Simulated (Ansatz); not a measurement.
# LiNbO3: the cost of one run

Computed with Ansatz 0.2.0 (DFT r2SCAN, scalar-relativistic, plane waves, PAW, unless a step's input says otherwise).

### Step 1. The system as given

It takes space group R3c (No. 161, trigonal). Conventional cell: a = 5.151 Å, b = 5.151 Å, c = 13.865 Å, α = 90.00°, β = 90.00°, γ = 120.00°. Li (site symmetry 3) is surrounded by 6 O at 2.07 to 2.24 Å. Around Nb (site symmetry 3) lie 6 O at 1.88 to 2.12 Å. O (site symmetry 1) is surrounded by 2 Nb at 1.88 to 2.12 Å and 2 Li at 2.07 to 2.24 Å.

Coordinates:

```cif
data_structure
_symmetry_space_group_name_H-M 'P 1'
_symmetry_Int_Tables_number 1
_cell_length_a 5.4960
_cell_length_b 5.4960
_cell_length_c 5.4960
_cell_angle_alpha 55.892
_cell_angle_beta 55.892
_cell_angle_gamma 55.892
_cell_volume 106.21
loop_
_atom_site_label
_atom_site_type_symbol
_atom_site_fract_x
_atom_site_fract_y
_atom_site_fract_z
_atom_site_occupancy
Li1 Li 0.30210 0.30210 0.30210 1
Li2 Li 0.80210 0.80210 0.80210 1
Nb1 Nb 0.01920 0.01920 0.01920 1
Nb2 Nb 0.51920 0.51920 0.51920 1
O1 O 0.13110 0.37830 0.74050 1
O2 O 0.74050 0.13110 0.37830 1
O3 O 0.37830 0.74050 0.13110 1
O4 O 0.24050 0.87830 0.63110 1
O5 O 0.87830 0.63110 0.24050 1
O6 O 0.63110 0.24050 0.87830 1
```

The structure rests on an entry of the Crystallography Open Database; cell or positions may have been set otherwise for this series.

### Step 2. Relaxing the atoms: LiNbO3, no spin

input.yaml

```yaml
crystal:
  lattice:
    - [2.5756485575, 1.487051388, 4.6218]
    - [-2.5756485575, 1.487051388, 4.6218]
    - [0.0, -2.974102776, 4.6218]
  atoms:
    - { symbol: Li, position: [0.3021, 0.3021, 0.3021] }
    - { symbol: Li, position: [0.8021, 0.8021, 0.8021] }
    - { symbol: Nb, position: [0.0192, 0.0192, 0.0192] }
    - { symbol: Nb, position: [0.5192, 0.5192, 0.5192] }
    - { symbol: O, position: [0.1311, 0.3783, 0.7405] }
    - { symbol: O, position: [0.7405, 0.1311, 0.3783] }
    - { symbol: O, position: [0.3783, 0.7405, 0.1311] }
    - { symbol: O, position: [0.2405, 0.8783, 0.6311] }
    - { symbol: O, position: [0.8783, 0.6311, 0.2405] }
    - { symbol: O, position: [0.6311, 0.2405, 0.8783] }
scf:
  occupations: { method: fixed }
output:
  forces: true
  stress: true
  eigenvalues: true
  write_density: true
  write_potential: true
  elf: true
  volumetric_format: npy
kpoints:
  mp_grid: { grid: [5, 5, 5] }
hamiltonian:
  xc: r2scan
relax:
  f_tol: 0.003
  max_steps: 60
```

Run with:

```
ansatz run input.yaml --threads 8 --pin off --max-ram 32768MiB --backend cpu --events-out ev --progress --plain --runs-dir out
```

**Question.** How long does this run take on 8 threads of Intel Xeon Platinum 8488C (Sapphire Rapids), shared host, and how much memory does it need?

About 19 s, with a peak of 0.99 GiB.
